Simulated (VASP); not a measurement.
AlN:

```
Al N
1.0
     0.00000    2.03452    2.03452
     2.03452    0.00000    2.03452
     2.03452    2.03452    0.00000
Al N
1 1
Direct
  0.50000 0.50000 0.50000
  0.00000 0.00000 0.00000
```

Measurements of this composition are mostly on another form, of space group No. 186.

- Program: VASP 6.6.1
- Task: relaxation of cell and atoms
- Functional: revPBE
- Dispersion: D2
- Potentials or basis: VASP PAW PBE potentials, release 64 (Al, N)
- Cutoff: 600 eV
- k mesh: 11 × 11 × 11
- Occupations: fermi-dirac, width 0.05 eV
- Spin: no spin polarisation

At the start: pressure -5.7 GPa; volume 8.42 Å³/atom.

**Question.** Where does the relaxation end?

**Answer.** Over 3 steps the energy falls by 3.7 meV/atom and the volume is 8.22 Å³/atom (-2.4 %); space group Fm-3m (No. 225, to 0.05 Å).

Step by step:
```csv
step,energy change (eV),largest force (eV/Å),pressure (GPa),volume (Å³)
1,0.0000,0.0000,-5.75,16.84
2,-0.0024,0.0000,5.13,16.12
3,-0.0074,0.0000,0.00,16.44
```

Final structure:
```xyz
2
Lattice="0.0000 2.0181 2.0181 2.0181 0.0000 2.0181 2.0181 2.0181 0.0000" Properties=species:S:1:pos:R:3 pbc="T T T"
Al    2.0181    2.0181    2.0181
N     0.0000    0.0000    0.0000
```

Caveat: the PAW data sets were made with another functional, which shifts forces and pressure a little.
